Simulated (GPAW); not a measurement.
# ZnS (Wurtzite-2H) (P6_3mc) in GPAW: further runs

One crystal, ZnS (Wurtzite-2H), is run at these levels: TPSS, optPBE-vdW, PBE; tasks: band structure, equation of state.

All numbers are computed with GPAW 26.7.0; they aren't measurements. Logs are shortened: lines on timing, memory, paths and dates and some standing lists are left out, and cuts for length are marked. The log counts tension as positive stress, the text compression.

**Measured values to compare with.**

From a printed reference work, monograph, for a bulk crystal of ZnS at 4 K: band gap 3.911 eV (direct).

The results are compared with them further down.

## 1. The crystal as given

Symmetry: P6_3mc, No. 186, hexagonal system. The conventional cell has a = 3.811 Å, b = 3.811 Å, c = 6.234 Å, α = 90.00°, β = 90.00°, γ = 120.00°. Zn (site symmetry 3m) is surrounded by 4 S at 2.31 to 2.40 Å. Around S (site symmetry 3m) lie 4 Zn at 2.31 to 2.40 Å.

## 2. Band structure, TPSS

Contents of run.py:

```python
from ase import Atoms
from ase.dft.bandgap import bandgap
from ase.io import write
from ase.units import GPa
from gpaw import GPAW, PW

atoms = Atoms(['Zn', 'Zn', 'S', 'S'],
              cell=[[3.811, 0.0, 0.0],
                    [-1.9055, 3.3004228138, 0.0],
                    [0.0, 0.0, 6.234]],
              scaled_positions=[[0.6666666667, 0.3333333333, 0.5],
                                [0.3333333333, 0.6666666667, 0.0],
                                [0.6666666667, 0.3333333333, 0.885],
                                [0.3333333333, 0.6666666667, 0.385]],
              pbc=True)

calc = GPAW(mode=PW(600),
            xc='MGGA_X_TPSS+MGGA_C_TPSS',
            kpts={'size': (6, 6, 3), 'gamma': True},
            occupations={'name': 'fermi-dirac', 'width': 0.05},
            nbands=31,
            convergence={'density': 1e-05, 'energy': 1e-05},
            eigensolver='davidson',
            maxiter=150,
            txt='gpaw.txt')
atoms.calc = calc
energy = atoms.get_potential_energy()
forces = atoms.get_forces()
stress = atoms.get_stress()
calc.write('gs.gpw')
write('result.traj', atoms)
print(f'Energy: {energy:.6f} eV')
print('Forces (eV/A):')
print(forces.round(4))
print('Stress (GPa):', (stress / GPa).round(3))
print('Fermi level:', round(calc.get_fermi_level(), 4), 'eV')
print(f'Gap: {bandgap(calc)[0]:.4f} eV, direct: {bandgap(calc, direct=True)[0]:.4f} eV')

path = atoms.cell.bandpath('GMKGALHA,LM,KH', npoints=100, eps=1e-4)
bs_calc = calc.fixed_density(kpts=path, symmetry='off', nbands=48,
                             convergence={'bands': 'CBM+6.0', 'eigenstates': 1e-6}, txt='bands.txt')
bs = bs_calc.band_structure()
bs.write('bs.json')
print(f'Gap on the path: {bandgap(bs_calc)[0]:.4f} eV')
```

Potentials or basis: GPAW PAW data sets (gpaw-data 1.2.1), pw.

On the command line:

```bash
> OMP_NUM_THREADS=1 python run.py
```

gpaw.txt:

```text
__  _  _
 | _ |_)|_||  |
 |__||  | ||/\| - 26.7.0

Input parameters:
  mode=PW(ecut=600.0),
  convergence={'density': 1e-05, 'energy': 1e-05},
  eigensolver=Davidson(niter=2),
  kpts=MonkhorstPack(size=(6, 6, 3), gamma=True),
  maxiter=150,
  nbands=31,
  occupations=Occupations(name='fermi-dirac', width=0.05),
  xc=XC(name='MGGA_X_TPSS+MGGA_C_TPSS')

Diagonalizing LCAO Hamiltonian
Converting LCAO to pw mode

            S

            Zn
        S

        Zn

Atoms  # Å, Bohr magnetons
|   | symbol |         x |        y |        z |    initial magnetic moments |
|---|--------|-----------|----------|----------|-----------------------------|
| 0 |     Zn |  1.905500 | 1.100141 | 3.117000 | ( 0.0000,  0.0000,  0.0000) |
| 1 |     Zn | -0.000000 | 2.200282 | 0.000000 | ( 0.0000,  0.0000,  0.0000) |
| 2 |      S |  1.905500 | 1.100141 | 5.517090 | ( 0.0000,  0.0000,  0.0000) |
| 3 |      S | -0.000000 | 2.200282 | 2.400090 | ( 0.0000,  0.0000,  0.0000) |

Unit cell  # Å
| periodic |         x |        y |        z |  lengths |     angles |
|----------|-----------|----------|----------|----------|------------|
|      yes |  3.811000 | 0.000000 | 0.000000 | 3.811000 |  90.000000 |
|      yes | -1.905500 | 3.300423 | 0.000000 | 3.811000 |  90.000000 |
|      yes |  0.000000 | 0.000000 | 6.234000 | 6.234000 | 120.000000 |

Number of symmetries: 6
Symmetry operations  # r_c * U_cc + t_c -> r_c
|   | kind |            matrix            |
|---|------|------------------------------|
| 0 |  σ   |  1, 1, 0,  0,-1, 0,  0, 0, 1 |
| 1 |  E   |  1, 0, 0,  0, 1, 0,  0, 0, 1 |
| 2 |  C3  |  0, 1, 0, -1,-1, 0,  0, 0, 1 |
| 3 |  σ   |  0,-1, 0, -1, 0, 0,  0, 0, 1 |
| 4 |  σ   | -1, 0, 0,  1, 1, 0,  0, 0, 1 |
| 5 |  C3  | -1,-1, 0,  1, 0, 0,  0, 0, 1 |

BZ-sampling:
  Number of BZ points: 108
  Number of IBZ points: 17

  Monkhorst-Pack size: [6, 6, 3]
  Monkhorst-Pack shift: [0.08333333333333333, 0.08333333333333333, 0.0]

K-points  # in reciprocal-cell coordinates
|     |                                coordinates |     weight |
|-----|--------------------------------------------|------------|
|   0 | (  0.00000000,   0.00000000,   0.00000000) | 0.00925926 |
|   1 | (  0.00000000,   0.00000000,   0.33333333) | 0.01851852 |
|   2 | (  0.16666667,   0.00000000,  -0.33333333) | 0.05555556 |
|   3 | (  0.16666667,   0.00000000,   0.00000000) | 0.05555556 |
|   4 | (  0.16666667,   0.00000000,   0.33333333) | 0.05555556 |
|   5 | (  0.33333333,  -0.16666667,   0.00000000) | 0.05555556 |
|   6 | (  0.33333333,  -0.16666667,   0.33333333) | 0.11111111 |
|   7 | (  0.33333333,   0.00000000,  -0.33333333) | 0.05555556 |
|   8 | (  0.33333333,   0.00000000,   0.00000000) | 0.05555556 |
|   9 | (  0.33333333,   0.00000000,   0.33333333) | 0.05555556 |
| ... |                                            |            |
|  16 | (  0.50000000,   0.50000000,   0.33333333) | 0.05555556 |

Plane wave coefficients: 2641
Cutoff: 600.0 eV

Spin-components: 1 (collinear spins)
Bands:           31
Projectors:      22
Spin-degeneracy: 2
Datatype:        complex128

Parallelization:
  kpt:    1
  domain: 1
  band:   1

Density:
  Valence electrons: 36.0
  Components: 1
  Grid points: [24 24 36]
  Charge: 0.0  # |e|

Potential:
  Grid points: [24 24 36]

species:
  Zn:
    name:    Zinc
    Z:       30.0
    valence: 12
    core:    18
    charge:  0.0  # [|e|]
    compensation charges:
      type: gauss
      rc: 0.37  # [Å]
      lmax: 2
    cutoffs:
      filter: 2.14  # [Å]
      core: 2.28  # [Å]
    projectors
    | kind |    occ | energy [eV] | rcut [Å] |
    |------|--------|-------------|----------|
    |   4s |  2.000 |      -5.977 |    1.286 |
    |   4p |  0.000 |      -1.117 |    1.270 |
    |   3d | 10.000 |     -10.142 |    1.180 |
    |    s |        |      21.234 |    1.286 |
    |    p |        |      26.095 |    1.270 |
    |    d |        |      17.070 |    1.180 |

    Using partial waves for Zn as LCAO basis

  S:
    name:    Sulfur
    Z:       16.0
    valence: 6
    core:    10
    charge:  0.0  # [|e|]
    compensation charges:
      type: gauss
      rc: 0.24  # [Å]
      lmax: 2
    cutoffs:
      filter: 1.77  # [Å]
      core: 1.66  # [Å]
    projectors
    | kind |    occ | energy [eV] | rcut [Å] |
    |------|--------|-------------|----------|
    |   3s |  2.000 |     -17.254 |    0.974 |
    |   3p |  4.000 |      -7.008 |    0.979 |
    |    s |        |       9.957 |    0.974 |
    |    p |        |      20.203 |    0.979 |
    |    d |        |       0.000 |    0.900 |

    Using partial waves for S as LCAO basis

Reference energy: -119437.893101  # eV

eigensolver:
  Davidson
  Converge bands: occupied
  niter=2

density mixing:
  MSR1-Mixer
  Pratt-step length: 0.05
  Maximum mixing coefficient: 0.75
  Old densities: 10
  SVD Regularization: 0.005
  Good broyden scale: 1.0
  Trust region scale: 1.0
  Backstep threshold: 4.0
  History deletion threshold: 6.0
  Fourier metric: weight=20.0, sigma=0.015

occupation numbers:
  Fermi-Dirac:
    width: 0.0500  # eV

poisson solver:
  ecut: 4800.0  # eV

xc functional:
  name: MGGA_X_TPSS+MGGA_C_TPSS with 2 nearest neighbor stencil

convergence criteria:
- Maximum integral of absolute [dens]ity change: 1e-05 electrons / valence electron
- Maximum [total energy] change in last 3 cyles: 1e-05 eV / valence electron
- Maximum integral of absolute [eigenst]ate change: 4e-08 eV^2 / valence electron
maximum number of iterations: 150

SCF iterations
|iter     | |      energy | eigst |  dens |
|---------|-|-------------|-------|-------|
|iter:   1| |   90.033367 | +2.53 |       |
|iter:   2| |  -36.771460 | +1.33 | -0.76 |
|iter:   3| |  -39.661332 | +0.61 | -1.14 |
|iter:   4| |  -39.239460 | -0.27 | -1.13 |
|iter:   5| |  -38.632323 | -1.36 | -1.23 |
|iter:   6| |  -38.831425 | -1.29 | -1.50 |
|iter:   7| |  -38.890819 | -2.21 | -1.61 |
|iter:   8| |  -38.768458 | -2.40 | -1.61 |
|iter:   9| |  -38.722930 | -2.96 | -1.70 |
|iter:  10| |  -38.695185 | -3.48 | -1.76 |
|iter:  11| |  -38.688445 | -4.02 | -1.86 |
|iter:  12| |  -38.641510 | -2.46 | -1.89 |
|iter:  13| |  -38.643319 | -3.55 | -2.38 |
|iter:  14| |  -38.643521 | -4.34 | -3.22 |
|iter:  15| |  -38.643566c| -5.33 | -3.52 |
|iter:  16| |  -38.643582c| -5.94 | -3.92 |
|iter:  17| |  -38.643580c| -7.05 | -4.20 |
|iter:  18| |  -38.643581c| -6.99 | -4.50 |
|iter:  19| |  -38.643581c| -8.00c| -4.89 |
|iter:  20| |  -38.643581c| -8.33c| -5.16c|

Converged in 20 steps
Energy contributions relative to reference atoms: (reference = -119437.893101)

Energy contributions:
  Kinetic:          21.844274
  Coulomb:         -18.119047
  Zero:              0.034466
  External:          0.000000
  Xc:              -42.403275
  Entropy:          -0.000000
  Spinorbit:         0.000000
  ----------------------------
  Free energy:     -38.643581
  Extrapolated:    -38.643581

dipole moment: (0.000002, -0.000001, -7.487703)  # |e|*Ang

Fermi level: 4.992
Eigenvalues  # (at kpt = [0.000, 0.000, 0.000])
| band index |      eig [eV] | occ [0-2] |
|------------|---------------|-----------|
|          0 |        -9.700 |     2.000 |
|        ... |               |           |
|         10 |        -1.983 |     2.000 |
|         11 |        -1.848 |     2.000 |
|         12 |        -1.436 |     2.000 |
|         13 |         2.889 |     2.000 |
|         14 |         2.889 |     2.000 |
|         15 |         3.744 |     2.000 |
[... 8 lines left out ...]
|         24 |        11.544 |     0.000 |
|         25 |        13.206 |     0.000 |
|        ... |               |           |
|         30 |        16.390 |     0.000 |

Gap: 2.397 eV
Transition (v -> c):
  (s=0, k=0, n=17, [0.00, 0.00, 0.00]) -> (s=0, k=0, n=18, [0.00, 0.00, 0.00])
No difference between direct/indirect transitions

Forces  # eV/Ang
|       x |        y |        z |
|---------|----------|----------|
| 0.00000 |  0.00000 |  0.32510 |  # Zn   0
| 0.00000 | -0.00000 |  0.32510 |  # Zn   1
| 0.00000 |  0.00000 | -0.32523 |  # S    2
| 0.00000 | -0.00000 | -0.32515 |  # S    3

Stress tensor  # eV/Ang^3
|         x |         y |         z |
|-----------|-----------|-----------|
| -0.020095 |  0.000000 | -0.000000 |
|  0.000000 | -0.020095 |  0.000000 |
| -0.000000 |  0.000000 | -0.004519 |

# Writing to gs.gpw (mode='')
```

It took 22 min on 1 thread of Arm Neoverse N1, shared host; peak memory 0.57 GiB.

Results:

```yaml
Free_energy: -38.6436 eV
Pressure: 2.4 GPa
Largest_force: 0.325 eV/Å
Band_gap_on_the_k_mesh: 2.40 eV, direct
Band_gap_along_the_path: 2.40 eV, direct
```

Forces on the atoms (eV/Å):
```
Zn   0.000  0.000  0.325
Zn   0.000  0.000  0.325
S    0.000  0.000 -0.325
S    0.000  0.000 -0.325
```

Stress tensor (GPa, compression positive):
```
3.22 0.00 0.00
0.00 3.22 0.00
0.00 0.00 0.72
```

Levels at the corners of the path, in eV from the valence-band top:
| point | band 16 | band 17 | band 18 | band 19 | band 20 | band 21 |
| --- | --- | --- | --- | --- | --- | --- |
| Γ | 0.00 | 0.00 | 0.00 | 2.40 | 3.15 | 6.48 |
| M | -2.27 | -1.57 | -0.98 | 3.75 | 4.43 | 5.28 |
| K | -2.23 | -2.23 | -2.22 | 4.57 | 6.11 | 6.11 |
| Γ | 0.00 | 0.00 | 0.00 | 2.40 | 3.15 | 6.48 |
| A | -0.44 | -0.44 | -0.44 | 3.67 | 3.67 | 6.90 |
| L | -1.67 | -1.54 | -1.54 | 3.76 | 3.76 | 5.28 |
| H | -3.13 | -1.26 | -1.26 | 4.69 | 4.69 | 6.60 |
| A | -0.44 | -0.44 | -0.44 | 3.67 | 3.67 | 6.90 |
| L | -1.67 | -1.54 | -1.54 | 3.76 | 3.76 | 5.28 |
| M | -2.27 | -1.57 | -0.98 | 3.75 | 4.43 | 5.28 |
| K | -2.23 | -2.23 | -2.22 | 4.57 | 6.11 | 6.11 |
| H | -3.13 | -1.26 | -1.26 | 4.69 | 4.69 | 6.60 |

Caveat: the PAW data sets were made with another functional, which shifts forces and pressure a little.

(Continued in part 2 of 2.)
